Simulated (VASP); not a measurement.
AgCl (Chlorargyrite):

```
Ag Cl
1.0
     0.00000    2.72249    2.72249
     2.72249    0.00000    2.72249
     2.72249    2.72249    0.00000
Ag Cl
1 1
Direct
  0.00000 0.00000 0.00000
  0.50000 0.50000 0.50000
```

Base run:

- Program: VASP 6.6.1
- Functional: PBE0
- Potentials or basis: VASP PAW PBE potentials, release 64 (Ag, Cl)
- Cutoff: 520 eV
- k mesh: 6 × 6 × 6
- Occupations: gaussian, width 0.03 eV
- Spin: no spin polarisation

Its results: band gap on the k mesh 3.07 eV, indirect (least direct gap 5.57 eV); pressure 4.2 GPa.

Question: The run is repeated on the same cell with these changes: functional from PBE0 to PBE; further incar settings from ALGO = Normal; EDIFF = 1e-06 to ALGO = Fast; EDIFF = 1e-06. What comes out?

Answer: Band gap on the k mesh 0.90 eV, indirect (least direct gap 3.46 eV); pressure 4.6 GPa.

Caveats: the PAW data sets were made with another functional, which shifts forces and pressure a little (some runs).
